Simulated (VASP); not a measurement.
# GaSb in VASP: notebook, part 2 of 2

VASP 6.6.1. The steps go on from the part before.

### Step 5. Single point, PBE

Contents of INCAR:

```
SYSTEM = GaSb
  ALGO = Normal
  EDIFF = 1E-6
  ENCUT = 520
  GGA = PE
  ISIF = 2
  ISMEAR = -1
  LASPH = .True.
  LCHARG = .False.
  LREAL = .False.
  LWAVE = .False.
  NBANDS = 16
  NELM = 80
  PREC = Accurate
  SIGMA = 0.02
```

Contents of KPOINTS:

```
k-points
0
Gamma
  6 6 6
  0 0 0
```

Contents of POSCAR:

```
GaSb
1.0
    0.0000000000      3.0793933333      3.0186176045
    3.0793933333      0.0000000000      3.0186176045
    3.0793933333      3.0793933333      0.0000000000
Ga Sb
1 1
Direct
    0.0000000000      0.0000000000      0.0000000000
    0.2500000000      0.2500000000      0.2500000000
```

Potentials or basis: VASP PAW PBE potentials, release 64 (Ga_d, Sb).

Run with:

```bash
> cat potpaw_PBE.64/Ga_d/POTCAR potpaw_PBE.64/Sb/POTCAR > POTCAR
> mpirun -np 1 vasp_std > vasp.out
```

OUTCAR:

```text
SYSTEM = GaSb
   EDIFF = 1E-6
   ENCUT = 520
   GGA = PE
   ISIF = 2
   ISMEAR = -1
   LASPH = .True.
   LREAL = .False.
   NELM = 80
   PREC = Accurate

 ion  position               nearest neighbor table
   1  0.000  0.000  0.000-   2 2.65   2 2.65   2 2.65   2 2.65
   2  0.250  0.250  0.250-   1 2.65   1 2.65   1 2.65   1 2.65

  LATTYP: Found a body centered tetragonal cell.
 ALAT       =     4.3549198158
 C/A-ratio  =     1.3863022660

  Lattice vectors:

 A1 = (   0.0000000000,  -3.0793933333,  -3.0186176045)
 A2 = (   0.0000000000,   3.0793933333,  -3.0186176045)
 A3 = (   3.0793933333,   0.0000000000,   3.0186176045)

Analysis of symmetry for initial positions (statically):
=====================================================================
 Subroutine PRICEL returns:
 Original cell was already a primitive cell.

 Routine SETGRP: Setting up the symmetry group for a
 body centered tetragonal supercell.

 Subroutine GETGRP returns: Found  8 space group operations
 (whereof  8 operations were pure point group operations)
 out of a pool of 16 trial point group operations.

The static configuration has the point symmetry D_2d.

Analysis of symmetry for dynamics (positions and initial velocities):
=====================================================================
 Subroutine PRICEL returns:
 Original cell was already a primitive cell.

 Routine SETGRP: Setting up the symmetry group for a
 body centered tetragonal supercell.

 Subroutine GETGRP returns: Found  8 space group operations
 (whereof  8 operations were pure point group operations)
 out of a pool of 16 trial point group operations.

The dynamic configuration has the point symmetry D_2d.

 Subroutine INISYM returns: Found  8 space group operations
 (whereof  8 operations are pure point group operations),
 and found     1 'primitive' translations

----------------------------------------------------------------------------------------

                                     Primitive cell

  volume of cell :      57.2491

  direct lattice vectors                    reciprocal lattice vectors
     0.000000000  3.079393333  3.018617605    -0.162369644  0.162369644  0.165638735
     3.079393333  0.000000000  3.018617605     0.162369644 -0.162369644  0.165638735
     3.079393333  3.079393333  0.000000000     0.162369644  0.162369644 -0.165638735

  length of vectors
     4.312159035  4.312159035  4.354919816     0.283132466  0.283132466  0.283132466

  position of ions in fractional coordinates (direct lattice)
     0.000000000  0.000000000  0.000000000
     0.250000000  0.250000000  0.250000000

  ion indices of the primitive-cell ions
   primitive index   ion index
                 1           1
                 2           2

----------------------------------------------------------------------------------------

 KPOINTS: k-points

Automatic generation of k-mesh.
 Grid dimensions read from file:
 generate k-points for:    6    6    6

 Generating k-lattice:

  Cartesian coordinates                     Fractional coordinates (reciprocal lattice)
    -0.027061607  0.027061607  0.027606456     0.166666667  0.000000000  0.000000000
     0.027061607 -0.027061607  0.027606456     0.000000000  0.166666667  0.000000000
     0.027061607  0.027061607 -0.027606456     0.000000000  0.000000000  0.166666667

  Length of vectors
     0.047188744  0.047188744  0.047188744

  Shift w.r.t. Gamma in fractional coordinates (k-lattice)
     0.000000000  0.000000000  0.000000000

 Subroutine IBZKPT returns following result:
 ===========================================

 Found     30 irreducible k-points:

 Following reciprocal coordinates:
            Coordinates               Weight
  0.000000  0.000000  0.000000      1.000000
  0.166667  0.000000  0.000000      8.000000
  0.333333  0.000000  0.000000      8.000000
  0.500000  0.000000  0.000000      4.000000
  0.166667  0.166667  0.000000      2.000000
  0.333333  0.166667  0.000000      8.000000
[... 16 lines left out ...]
  0.333333  0.000000  0.333333      4.000000
  0.500000 -0.000000  0.333333     16.000000
 [... further k-points ...]
   k-points           NKPTS =     30   k-points in BZ     NKDIM =     30   number of bands    NBANDS=     16
   number of dos      NEDOS =    301   number of ions     NIONS =      2
   total plane-waves  NPLWV =  32768
   dimension x,y,z NGX =    32 NGY =   32 NGZ =   32
   dimension x,y,z NGXF=    64 NGYF=   64 NGZF=   64
   ions per type =               1   1
   NGX,Y,Z   is equivalent  to a cutoff of  12.34, 12.34, 12.22 a.u.
   NGXF,Y,Z  is equivalent  to a cutoff of  24.67, 24.67, 24.43 a.u.
 SYSTEM =  GaSb
   PREC   = accura    normal or accurate (medium, high low for compatibility)
   ISTART =      0    job   : 0-new  1-cont  2-samecut
   ICHARG =      2    charge: 1-file 2-atom 10-const
   ISPIN  =      1    spin polarized calculation?
   LNONCOLLINEAR =      F non collinear calculations
   LSORBIT =      F    spin-orbit coupling
   LASPH  =      T    aspherical Exc in radial PAW
   ENCUT  =  520.0 eV  38.22 Ry    6.18 a.u.   8.02  8.02  8.10*2*pi/ulx,y,z
   NELM   =     80;   NELMIN=  2; NELMDL= -5     # of ELM steps
   EDIFF  = 0.1E-05   stopping-criterion for ELM
   LREAL  =      F    real-space projection
   EDIFFG = 0.1E-04   stopping-criterion for IOM
   NSW    =      0    number of steps for IOM
   IBRION =     -1    ionic relax: 0-MD 1-quasi-New 2-CG
   NFREE  =      0    steps in history (QN), initial steepest desc. (CG)
   ISIF   =      2    stress and relaxation
   ISYM   =      2    0-nonsym 1-usesym 2-fastsym
   POTIM  = 0.5000    time-step for ionic-motion
   TEBEG  =    0.0;   TEEND  =   0.0 temperature during run
   PSTRESS=    0.0 pullay stress
   NELECT =      18.0000    total number of electrons
   NUPDOWN=      -1.0000    fix difference up-down
   EMIN   =  10.00;   EMAX   =-10.00  energy-range for DOS
   EFERMI =   0.00;   METHOD = LEGACY
   ISMEAR =    -1;   SIGMA  =   0.02  broadening in eV -4-tet -1-fermi 0-gaus
   EFERMI_NEDOS =   21; number of points for ismear=-14 and -15
   IALGO  =     38    algorithm
   IMIX   =      4    mixing-type and parameters
     AMIX     =   0.40;   BMIX     =  1.00
     AMIX_MAG =   1.60;   BMIX_MAG =  1.00
  volume/ion in A,a.u.               =      28.62       193.17
  Fermi-wavevector in a.u.,A,eV,Ry     =   1.113208  2.103657 16.860766  1.239231
  Thomas-Fermi vector in A             =   2.249790
   LORBIT       =      0    0 simple, 1 ext, 2 COOP (PROOUT), +10 PAW based schemes
   GGA     = PE    functional components
   LHFCALC =     F    Hartree Fock is set to
   AEXX    =    0.0000 exact exchange contribution
   IVDW    =     0    specifies the selected vdW correction
   LEPSILON=     F    determine dielectric tensor
   LRPA    =     F    only Hartree local field effects (RPA)
 non-spin polarized calculation
  energy-cutoff  :      520.00
  volume of cell :       57.25
 maximum number of plane-waves:      1580
   NGX = 17   NGY = 17   NGZ = 17

 number of electron      17.9999989 magnetization

 Free energy of the ion-electron system (eV)
  ---------------------------------------------------
  ext. energy  EPLUGINS =         0.00000000
  ---------------------------------------------------
  free energy    TOTEN  =        -7.31952552 eV

  energy without entropy =       -7.31929156  energy(sigma->0) =       -7.31940854

 E-fermi :   4.9321     XC(G=0):  -9.0842

 val. band max:        4.9103018460   @ k =   0.0000   0.0000   0.0000
 cond. band min:       4.9517467038   @ k =   0.0000   0.0000   0.0000
 fundamental gap:      0.0414448578
 Fermi energy:         4.9320772040

 k-point     1 :       0.0000    0.0000    0.0000
  band No.  band energies     occupation
      1     -10.1632      2.00000
      2     -10.1632      2.00000
      3     -10.1605      2.00000
      4     -10.1141      2.00000
      5     -10.1115      2.00000
      6      -6.5980      2.00000
[... 8 lines left out ...]
     15      13.3033      0.00000
     16      13.6175      0.00000
[... 419 lines left out ...]
 k-point    24 :       0.5000   -0.0000    0.3333
  band No.  band energies     occupation
      1     -10.2018      2.00000
      2     -10.1421      2.00000
      3     -10.1405      2.00000
      4     -10.1208      2.00000
      5     -10.1107      2.00000
      6      -4.4697      2.00000
[... 8 lines left out ...]
     15      15.2057      0.00000
     16      15.6188      0.00000

 [... further k-points ...]

------------------------ aborting loop because EDIFF is reached ----------------------------------------

  FORCE on cell =-STRESS in cart. coord.  units (eV):
  Direction    XX          YY          ZZ          XY          YZ          ZX
  --------------------------------------------------------------------------------------
  -------------------------------------------------------------------------------------
  Total        0.7974203      0.7974203      1.0591639      0.0000000      0.0000000      0.0000000
  in kB       22.3166734     22.3166734     29.6418520      0.0000000      0.0000000      0.0000000
  external PRESSURE =      24.7583996 kB  Pullay stress =       0.0000000 kB

 VOLUME and BASIS-vectors are now :
 -----------------------------------------------------------------------------
  energy-cutoff  :      520.00
  volume of cell :       57.25
      direct lattice vectors                 reciprocal lattice vectors
     0.000000000  3.079393333  3.018617605    -0.162369644  0.162369644  0.165638735
     3.079393333  0.000000000  3.018617605     0.162369644 -0.162369644  0.165638735
     3.079393333  3.079393333  0.000000000     0.162369644  0.162369644 -0.165638735

 POSITION                                       TOTAL-FORCE (eV/Angst)
 -----------------------------------------------------------------------------------
      0.00000      0.00000      0.00000         0.000000      0.000000     -0.000000
      1.53970      1.53970      1.50931        -0.000000     -0.000000      0.000000
 -----------------------------------------------------------------------------------
    total drift:                                0.000002      0.000002      0.000000

  FREE ENERGIE OF THE ION-ELECTRON SYSTEM (eV)
  ---------------------------------------------------
  free  energy   TOTEN  =        -7.3195255218 eV

  energy  without entropy=       -7.3192915552  energy(sigma->0) =       -7.31940854
```

OSZICAR:

```text
N       E                     dE             d eps       ncg     rms          rms(c)
DAV:   1     0.816232304793E+02    0.81623E+02   -0.85600E+03   984   0.141E+03
DAV:   2    -0.113417408153E+01   -0.82757E+02   -0.79319E+02  1136   0.290E+02
DAV:   3    -0.726783711435E+01   -0.61337E+01   -0.61224E+01  1152   0.639E+01
DAV:   4    -0.737368229004E+01   -0.10585E+00   -0.10583E+00  1200   0.940E+00
DAV:   5    -0.737614068750E+01   -0.24584E-02   -0.24584E-02  1224   0.127E+00    0.320E+00
DAV:   6    -0.733126846233E+01    0.44872E-01   -0.64619E-02  1400   0.393E+00    0.192E+00
DAV:   7    -0.731789277069E+01    0.13376E-01   -0.39540E-02  1144   0.156E+00    0.358E-01
DAV:   8    -0.731895765058E+01   -0.10649E-02   -0.44012E-03  1304   0.741E-01    0.867E-02
DAV:   9    -0.731947194763E+01   -0.51430E-03   -0.70058E-04  1096   0.203E-01    0.339E-02
DAV:  10    -0.731950199060E+01   -0.30043E-04   -0.37287E-05  1256   0.388E-02    0.930E-03
DAV:  11    -0.731952478091E+01   -0.22790E-04   -0.31107E-05  1088   0.369E-02    0.653E-03
DAV:  12    -0.731952552181E+01   -0.74090E-06   -0.13986E-06  1232   0.905E-03
   1 F= -.73195255E+01 E0= -.73194085E+01  d E =-.233967E-03
```

stdout:

```text
POSCAR found type information on POSCAR GaSb
 POSCAR found :  2 types and       2 ions
 scaLAPACK will be used
 LDA part: xc-table for (Slater+PW92), standard interpolation
 POSCAR, INCAR and KPOINTS ok, starting setup
 FFT: planning ... GRIDC
 FFT: planning ... GRID_SOFT
 FFT: planning ... GRID
 WAVECAR not read
 entering main loop
```

It took 21 s on 1 thread of Intel Xeon Platinum 8488C (Sapphire Rapids), shared host; peak memory 0.18 GiB.

Results:

```yaml
Free_energy: -7.3195 eV
Pressure: 2.5 GPa
Band_gap_on_the_k_mesh: 0.04 eV, direct
```

Caveat: spin-orbit coupling is left out, which moves the levels of the heavy elements.

### Step 6. Summary

```csv
cell,gap on the mesh (eV),pressure (GPa)
"a = 4.326 Å, angles 60.0°, 2 atoms",0.03,2.4
"a = 4.357, b = 4.357, c = 4.268 Å, angles 60.7, 60.7, 58.7°, 2 atoms",none,2.5
"a = 4.341, b = 4.341, c = 4.297 Å, angles 60.3, 60.3, 59.3°, 2 atoms",none,2.5
"a = 4.312, b = 4.312, c = 4.355 Å, angles 59.7, 59.7, 60.7°, 2 atoms",0.04,2.5
```

Alike in all rows: task single point; level PBE; potentials or basis VASP PAW PBE potentials, release 64 (Ga_d, Sb); no spin polarisation; k mesh 6 × 6 × 6; cutoff (eV) 520; smearing fermi-dirac 0.02 eV.

Caveats: spin-orbit coupling is left out, which moves the levels of the heavy elements.

Absolute energies hang on the potentials; compare differences alone.

### Step 7. Comparison with measurements

Step 2. Measured gap of GaSb: 0.811 eV (direct; 4.2 K; a printed reference work, data compilation). This calculation gives 0.03 eV (-0.78 eV). Spin-orbit coupling on Ga, Sb is left out. The value is that of PBE on a finite k mesh, which can miss the band edges, without temperature or zero-point motion. Semilocal functionals fall short of measured gaps as a rule.
